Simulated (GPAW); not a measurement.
The system is Mo.

```
Mo
1.0
     0.15753    2.01904    1.91183
     2.12473   -0.02640    2.09576
     2.02995    2.10820    0.06838
Mo
1
Direct
  0.00000 0.00000 0.00000
```

This isn't the form of Mo at room conditions, which is bcc.

The cell isn't the ideal one: cell sheared at random, sigma 0.06, atoms nudged by 0.01 Å.

```yaml
Program: GPAW 26.7.0
Task: relaxation of cell and atoms
Functional: PBEsol
Potentials_or_basis: PAW data sets generated in the run's folder for this functional
Cutoff: 600 eV
Basis: pw
k_mesh: 7 × 7 × 7
Occupations: fermi-dirac, width 0.05 eV
Spin: no spin polarisation
```

At the start: pressure -8.9 GPa; volume 16.27 Å³/atom.

Task: How do energy, volume and symmetry change on relaxing?

Result: Over 11 steps the energy falls by 376.9 meV/atom and the volume is 15.32 Å³/atom (-5.8 %); space group Im-3m (No. 229, to 0.05 Å).

The path:
```
step  energy change (eV)  largest force (eV/Å)  pressure (GPa)  volume (Å³)
   1              0.0000                0.0000           -8.91        16.27
   2             -0.0251                0.0000           -0.03        15.65
   3             -0.0374                0.0000            2.02        15.49
   4              0.1288                0.0000           36.36        14.02
   5             -0.0712                0.0000            3.12        15.36
   6             -0.1038                0.0000            4.06        15.30
   7             -0.2595                0.0000            0.80        15.39
   8             -0.1345                0.0000            3.28        15.35
   9             -0.3665                0.0000           -1.39        15.43
  10             -0.3740                0.0000           -0.40        15.37
  11             -0.3769                0.0000            0.37        15.32
```

Final structure:
```
Mo
1.0
     0.03346    2.20534    1.57132
     2.23740   -0.00235    1.52827
     2.21597    2.21610   -0.03377
Mo
1
Direct
  0.00000 0.00000 0.00000
```

Caveat: the k mesh is coarse (spacing up to 0.42 Å⁻¹), so the values aren't converged; later steps reuse the first step's grids.
